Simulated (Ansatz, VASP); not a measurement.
## One calculation of LiCl, two programs

```
Li Cl
1.0
     0.00000    2.60063    2.60063
     2.60063    0.00000    2.60063
     2.60063    2.60063    0.00000
Li Cl
1 1
Cartesian
  0.0000 0.0000 0.0000
  2.6006 2.6006 2.6006
```

Alike in both runs: task single point; functional PBE; k mesh 8 × 8 × 8; occupations gaussian, width 0.02 eV; no spin polarisation.

|  | VASP | Ansatz |
| --- | --- | --- |
| version | VASP 6.6.1 | Ansatz 0.2.0 |
| potentials or method | VASP PAW PBE potentials, release 64 (Li_sv, Cl) | scalar-relativistic, plane waves, PAW |
| plane-wave cutoff (eV) | 520 | 420 |
| valence electrons in the cell | 10 | 10 |

|  | VASP | Ansatz | Ansatz less VASP |
| --- | --- | --- | --- |
| gap on the k mesh at the Fermi level (eV) | 6.11 | 6.10 | -0.011 |
| least direct gap on the mesh (eV) | 6.11 | 6.10 | -0.011 |

The functional is the same, so the differences come from potentials, cutoffs and numerics.

 A hybrid or GW would open this gap; PBE tends to underestimate it. A k mesh can miss the band edges.
